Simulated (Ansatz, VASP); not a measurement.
# Two plane-wave programs on TiH6

```
CELL_PARAMETERS angstrom
3.89826 0.00000 0.00000
0.00000 3.89826 0.00000
0.00000 0.00000 3.89826
ATOMIC_POSITIONS crystal
Ti 0.00000 0.00000 0.00000
H 0.50000 0.50000 0.20700
H 0.50000 0.50000 0.79300
H 0.20700 0.50000 0.50000
H 0.79300 0.50000 0.50000
H 0.50000 0.20700 0.50000
H 0.50000 0.79300 0.50000
```

Change from the starting cell: species swapped into the ErB6 type (Pm-3m, No. 221).

Alike in both runs: task single point; functional PBE; k mesh 4 × 4 × 4; occupations gaussian, width 0.1 eV; no spin polarisation.

|  | VASP | Ansatz |
| --- | --- | --- |
| version | VASP 6.6.1 | Ansatz 0.2.0 |
| potentials or method | VASP PAW PBE potentials, release 64 (Ti_sv, H) | scalar-relativistic, plane waves, PAW |
| plane-wave cutoff (eV) | 520 | 420 |
| valence electrons in the cell | 18 | 18 |

|  | VASP | Ansatz | Ansatz less VASP |
| --- | --- | --- | --- |
| gap on the k mesh at the Fermi level (eV) | none | none | - |
| pressure (GPa) | -22.3 | -22.1 | +0.16 |
| rms of the force components (eV/Å) | 0.153 | 0.154 | +0.0015 |

Atom by atom the forces differ by 0.001 eV/Å (rms over components). A gap of «none» marks a metal or a gap that the smearing closes.

Caveats: the k mesh is coarse (spacing up to 0.40 Å⁻¹), so the values aren't converged; so large a pressure means that the cell lies far from this level's equilibrium, or that cutoff or potentials fall short (VASP).
